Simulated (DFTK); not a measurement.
# HfN (P6_3/mmc) in DFTK: reference runs

Reference runs on HfN: the cell as given.

Program: DFTK 0.8.2. These are calculated values, not measurements. Logs are shortened: lines on timing, memory, paths and dates and some standing lists are left out, and cuts for length are marked.

**1. The structure**

The structure is hexagonal, space group P6_3/mmc (No. 194). The conventional cell has a = 3.134 Å, b = 3.134 Å, c = 5.417 Å, α = 90.00°, β = 90.00°, γ = 120.00°. Hf (site symmetry -6m2) is surrounded by 6 N at 2.26 Å. N (site symmetry -3m) has 6 Hf at 2.26 Å as nearest neighbours.

The cell comes from a database or a generator and needn't be the stable form of this composition.

**2. Single point, PBEsol**

Input file run.jl:

```julia
using DFTK
using PseudoPotentialData
using Unitful, UnitfulAtomic
using LinearAlgebra, Printf
include("save.jl")
disable_threading()

# lattice vectors are the columns
lattice = austrip(1u"Å") * [  3.1339080219   -1.566954011            0.0;
                      0.0   2.7140439601            0.0;
                      0.0            0.0     5.41676772]
symbols   = [:Hf, :Hf, :N, :N]
positions = [[0.3333333333, 0.6666666667, 0.25],
             [0.6666666667, 0.3333333333, 0.75],
             [0.0, 0.0, 0.5],
             [0.0, 0.0, 0.0]]
pseudopotentials = PseudoFamily("dojo.nc.sr.pbesol.v0_4_1.standard.upf")
elements = Dict(s => ElementPsp(s, pseudopotentials) for s in unique(symbols))
atoms    = [elements[s] for s in symbols]

build_model(lattice, positions; symmetries=true) =
    model_DFT(lattice, atoms, positions;
              functionals=PBEsol(),
              temperature=austrip(0.05u"eV"),
              smearing=Smearing.FermiDirac(),
              symmetries)
Ecut  = 42.0  # hartree
kgrid = [10, 10, 5]
tol   = 1e-6
to_GPa = ustrip(uconvert(u"GPa", 1u"hartree/bohr^3"))

model = build_model(lattice, positions)
basis = PlaneWaveBasis(model; Ecut, kgrid)
display(basis)
scfres = self_consistent_field(basis;
                               tol,
                               nbandsalg=AdaptiveBands(model; n_bands_converge=22))
display(scfres.energies)
@printf "Fermi level: %.6f eV\n" ustrip(auconvert(u"eV", something(scfres.εF, NaN)))
forces = compute_forces_cart(scfres)
println("Forces (eV/Å)")
for (s, f) in zip(symbols, forces)
    @printf "%-3s %12.6f %12.6f %12.6f\n" s ustrip.(auconvert.(u"eV/Å", f))...
end
stress = compute_stresses_cart(scfres)
println("Stress (GPa)")
display(round.(stress * to_GPa; digits=4))
println("Levels at the first k-point (eV): ", round.(ustrip.(auconvert.(u"eV", scfres.eigenvalues[1][1:scfres.n_bands_converge])); digits=4))
save_scf!(scfres; forces, stress)
```

Potentials or basis: dojo.nc.sr.pbesol.v0_4_1.standard.upf (PBEsol).

The run is started by

```
$ julia --threads=1 run.jl  # save.jl only writes the numbers to a file and isn't shown; printed stress counts tension as positive; times include loading and compiling
```

Output:

```text
PlaneWaveBasis discretization:

    Ecut                 : 42.0 Ha
    fft_size             : (40, 40, 64), 102400 total points
    kgrid                : MonkhorstPack([10, 10, 5])
    num.   red. kpoints  : 500
    num. irred. kpoints  : 42

    Discretized Model(gga_x_pbe_sol+gga_c_pbe_sol, 3D):
        lattice (in Bohr)    : [5.92223   , -2.96111  , 0         ]
                               [0         , 5.1288    , 0         ]
                               [0         , 0         , 10.2362   ]
        unit cell volume     : 310.91 Bohr³

        atoms                : Hf₂N₂
        pseudopot. family    : PseudoFamily("dojo.nc.sr.pbesol.v0_4_1.standard.upf")

        num. electrons       : 34
        spin polarization    : none
        temperature          : 0.0018375 Ha
        smearing             : DFTK.Smearing.FermiDirac()

        terms                : Kinetic()
                               AtomicLocal()
                               AtomicNonlocal()
                               Ewald(nothing)
                               PspCorrection()
                               Hartree()
                               Xc(gga_x_pbe_sol, gga_c_pbe_sol)
                               Entropy()
n     Energy            log10(ΔE)   log10(Δρ)   Diag   Δtime
---   ---------------   ---------   ---------   ----   ------
  1   -133.4344036308                   -0.42    8.3    13.8s
  2   -133.6891172349       -0.59       -0.82    4.5    8.36s
  3   -133.7104217653       -1.67       -1.35    4.4    8.98s
  4   -133.7114908032       -2.97       -2.16    2.1    6.68s
  5   -133.7115766210       -4.07       -2.96    2.9    6.23s
  6   -133.7115803739       -5.43       -3.23    5.8    9.69s
  7   -133.7115807527       -6.42       -4.35    2.3    5.77s
  8   -133.7115807715       -7.73       -4.28    6.1    10.9s
  9   -133.7115807749       -8.46       -4.71    1.5    5.51s
 10   -133.7115807756       -9.13       -5.55    3.3    7.11s
 11   -133.7115807757      -10.78       -5.78    4.3    7.96s
 12   -133.7115807757      -11.42       -6.94    2.2    5.80s
Energy breakdown (in Ha):
    Kinetic             43.2933450
    AtomicLocal         -59.3036134
    AtomicNonlocal      3.2452713
    Ewald               -105.9921407
    PspCorrection       5.9611464
    Hartree             13.6368455
    Xc                  -34.5519725
    Entropy             -0.0004623

    total               -133.711580775670
Fermi level: 13.433977 eV
Forces (eV/Å)
Hf      0.000000    -0.000000     0.000000
Hf     -0.000000     0.000000     0.000000
N      -0.000000     0.000000    -0.000000
N      -0.000000     0.000000     0.000000
Stress (GPa)
3×3 StaticArraysCore.SMatrix{3, 3, Float64, 9} with indices SOneTo(3)×SOneTo(3):
  3.0491  -0.0     -0.0
  0.0      3.0491   0.0
 -0.0      0.0      3.8797
Levels at the first k-point (eV): [-48.8951, -48.8468, -18.2522, -17.3787, -17.2785, -17.2785, -17.2176, -17.2176, -3.6904, -0.7202, 4.7262, 8.6267, 8.6267, 9.7971, 9.7971, 11.6531, 12.7469, 14.0894, 14.0894, 14.4392, 15.2157, 15.2157]
```

Run time: 3.2 min. Hardware: 1 thread of Intel Xeon 6975P-C (Granite Rapids), shared host; peak memory 2.3 GiB.

Results:

```
Free energy            : -3638.4775 eV
Pressure               : -3.3 GPa
Band gap on the k mesh : none (metal or under the smearing width)
```

The run has no spin-orbit coupling, so splittings on Hf are missing.
